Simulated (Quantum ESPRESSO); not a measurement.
**Co under changes of volume**

One of the cells (10.640 Å³/atom); the others are scaled copies at fixed shape and fractional positions:

```
Co
1.0
     2.47200    0.00000    0.00000
    -1.23600    2.14081    0.00000
     0.00000    0.00000    4.02114
Co
2
Direct
  0.66667 0.33333 0.75000
  0.33333 0.66667 0.25000
```

```yaml
Program: Quantum ESPRESSO 7.5
Functional: PBEsol
Potentials_or_basis: GBRV 1.5 PBEsol
Cutoff: 762 eV
Density_cutoff: 6095 eV
k_mesh: 12 × 12 × 7
Occupations: fermi-dirac, width 0.05 eV
Spin: collinear spin, ferromagnetic start
Starting_moments: "[2.0, 2.0] μB"
```

```tsv
volume (Å³/atom)	energy over the lowest point (meV/atom)	pressure (GPa)	moment (μB per cell)
10.002	11.63	9.7	3.15
10.215	2.29	4.1	3.20
10.427	0.00	-0.9	3.25
10.640	4.03	-5.4	3.29
10.853	?	?	?
11.066	28.55	-13.1	3.35
11.279	48.11	-16.4	3.37
```

**Question.** What does the run at 10.853 Å³/atom give?

**Answer.** Energy over the lowest point 13.71 meV/atom; pressure -9.5 GPa; moment 3.32 μB per cell.

Worked out: A Birch-Murnaghan fit of order 3 (a polynomial in V^(-2/3)) to the other rows has its minimum at 10.40 Å³/atom with B0 = V·E''(V) = 236 GPa and B' = 4.0 at fixed shape and positions, which overstates the stiffness. It gives 13.71 meV/atom at 10.853 Å³/atom, against the run's 13.71, and -dE/dV = -9.3 GPa, against -9.5. A parabola through the other rows of the moment, of slope 0.142 μB per Å³/atom there, gives 3.32 μB, against the run's 3.32.

Energies are extrapolated to zero smearing.
